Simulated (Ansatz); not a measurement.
A relaxation computed with Ansatz, from input to last step.

```yaml
crystal:
  lattice:
    - [0.0, 3.274, 3.274]
    - [3.274, 0.0, 3.274]
    - [3.274, 3.274, 0.0]
  atoms:
    - { symbol: Rb, position: [0.0, 0.0, 0.0] }
    - { symbol: Cl, position: [0.5, 0.5, 0.5] }
basis:
  ecutwfc: 420
kpoints:
  mp_grid: { grid: [6, 6, 6] }
hamiltonian:
  xc: pbe
scf:
  occupations: { method: gaussian, width: 0.02 }
output:
  forces: true
  stress: true
  eigenvalues: true
  write_density: true
  write_potential: true
  elf: true
  volumetric_format: npy
relax:
  adjacent_minimum: "off"
  f_tol: 0.005
  max_steps: 80
  cell: { stress_tol: 0.05 }
```

```bash
ansatz run input.yaml --threads 1 --pin off --max-ram 2560MiB --backend cpu --events-out ev --progress --plain --runs-dir out
```

Method: DFT PBE, scalar-relativistic, plane waves, PAW (Ansatz).

Of 5 frames 4 are shown, positions in Å and forces in eV/Å; the SCF threshold varies from step to step. Steps run on the plane waves of an earlier cell, with a Pulay correction in the pressure. The basis is chosen afresh for the last frame, the zero of the energies, and at times for earlier ones too; energy and pressure step there, also at an unchanged geometry.

```xyz
2
Lattice="0.0000 3.2740 3.2740 3.2740 0.0000 3.2740 3.2740 3.2740 0.0000" Properties=species:S:1:pos:R:3:forces:R:3 pbc="T T T" step=1 free_energy_over_end_meV_per_atom=8.34 pressure_GPa=1.15
Rb    0.0000    0.0000    0.0000    0.0000    0.0000    0.0000
Cl    3.2740    3.2740    3.2740    0.0000    0.0000    0.0000
2
Lattice="0.0000 3.3120 3.3120 3.3120 0.0000 3.3120 3.3120 3.3120 0.0000" Properties=species:S:1:pos:R:3:forces:R:3 pbc="T T T" step=2 free_energy_over_end_meV_per_atom=1.97 pressure_GPa=0.52
Rb    0.0000    0.0000    0.0000    0.0000    0.0000    0.0000
Cl    3.3120    3.3120    3.3120    0.0000    0.0000    0.0000
2
Lattice="0.0000 3.3448 3.3448 3.3448 0.0000 3.3448 3.3448 3.3448 0.0000" Properties=species:S:1:pos:R:3:forces:R:3 pbc="T T T" step=3 free_energy_over_end_meV_per_atom=0.05 pressure_GPa=0.06
Rb    0.0000    0.0000    0.0000    0.0000    0.0000    0.0000
Cl    3.3448    3.3448    3.3448    0.0000    0.0000    0.0000
2
Lattice="0.0000 3.3491 3.3491 3.3491 0.0000 3.3491 3.3491 3.3491 0.0000" Properties=species:S:1:pos:R:3:forces:R:3 pbc="T T T" step=5 free_energy_over_end_meV_per_atom=0.00 pressure_GPa=0.01
Rb    0.0000    0.0000    0.0000    0.0000    0.0000    0.0000
Cl    3.3491    3.3491    3.3491    0.0000    0.0000    0.0000
```

Time: 6.8 s on 1 thread of Arm Neoverse V1, on a shared host, peak memory 0.3 GiB.